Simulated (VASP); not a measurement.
A run of VASP 6.6.1 is set up as follows.

File INCAR:

```
SYSTEM = CdSe
ALGO = Normal ; EDIFF = 1E-6
ENCUT = 520 ; GGA = PE
ISIF = 2 ; ISMEAR = 0
LASPH = .TRUE. ; LCHARG = .FALSE.
LREAL = .FALSE. ; LWAVE = .FALSE.
NBANDS = 16 ; NELM = 80
PREC = Accurate ; SIGMA = 0.1
```

Contents of KPOINTS:

```
k-points
0
G
  6 6 6
  0 0 0
```

Contents of POSCAR:

```
CdSe
1.0
    0.0000000000      3.0702712500      3.0702712500
    3.0702712500      0.0000000000      3.0702712500
    3.0702712500      3.0702712500      0.0000000000
Cd Se
1 1
Direct
    0.0000000000      0.0000000000      0.0000000000
    0.7500000000      0.7500000000      0.7500000000
```

Potentials or basis: VASP PAW PBE potentials, release 64 (Cd, Se).

Run with:

```bash
$ cat potpaw_PBE.64/Cd/POTCAR potpaw_PBE.64/Se/POTCAR > POTCAR
$ mpirun -np 1 vasp_std > vasp.out
```

Task: Estimate the band gap on the k mesh.

Result: 0.55 eV, direct.

Task: Predict the pressure.

Result: 1.6 GPa.

As with any semilocal functional, this PBE gap is likely too small.
